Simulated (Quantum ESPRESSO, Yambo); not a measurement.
An input for Yambo 5.3.0 (GaN (P6_3mc)):

```
optics
bss
bse
em1s
dipoles
rim_cut
RandQpts= 1000000
RandGvec= 1 RL
Chimod= "HARTREE"
BSKmod= "SEX"
BSEmod= "resonant"
BSSmod= "d"
BSENGexx= 20 Ry
BSENGBlk= 4 Ry
% BSEQptR
 1 | 1 |
%
% BSEBands
 21 | 27 |
%
% BEnRange
 0 | 5 | eV
%
% BDmRange
 0.1 | 0.1 | eV
%
BEnSteps= 101
% BLongDir
 1 | 0 | 0 |
%
% BndsRnXs
 9 | 36 |
%
NGsBlkXs= 4 Ry
% LongDrXs
 1 | 1 | 1 |
%
% KfnQP_E
 0.826 | 1.0 | 1.0 |
%
WRbsWF
FFTGvecs= 47 Ry
```

The database entry behind the starting cell has ideal inner coordinates that were not refined, so it need not match the best structure at ambient conditions.

```sh
OMP_NUM_THREADS=1 mpirun -n 8 yambo -F bse9.in -J bse9 -C bse9 > bse9.log
```

The stored states that it reads are on a 9×9×6 mesh. The structure is hexagonal, space group P6_3mc (No. 186). Conventional cell: a = 3.190 Å, b = 3.190 Å, c = 5.189 Å, α = 90.00°, β = 90.00°, γ = 120.00°. Nearest to Ga lie 4 N at 1.95 Å. N has 4 Ga at 1.95 Å nearest. Farther neighbours and most contacts between anions are not listed.

Question: How long will it take on 8 MPI ranks of Arm Neoverse V1, shared host, and how much memory?

It took 2.1 min; on shared hardware allow 64 s to 4.3 min. Peak host memory was 4.9 GiB.

The kernel grows as the square of the matrix size, and full diagonalisation as its cube.

[Paths, hosts, dates, memory and timing lines, banners, echoed tables and standing remarks are left out of the program output.]

[Logs are printed without paths, hosts, clocks, repeated set-up lines and the standing remarks that a program may print on its own settings, such as how far it seeks lower states.]

[Runs of the session that timed out or met a known fault of the program may be left out.]

[Hosts, paths, dates, database ids (printed as entryN), source tags and the programs' standing remarks are cut or masked in the printed files.]
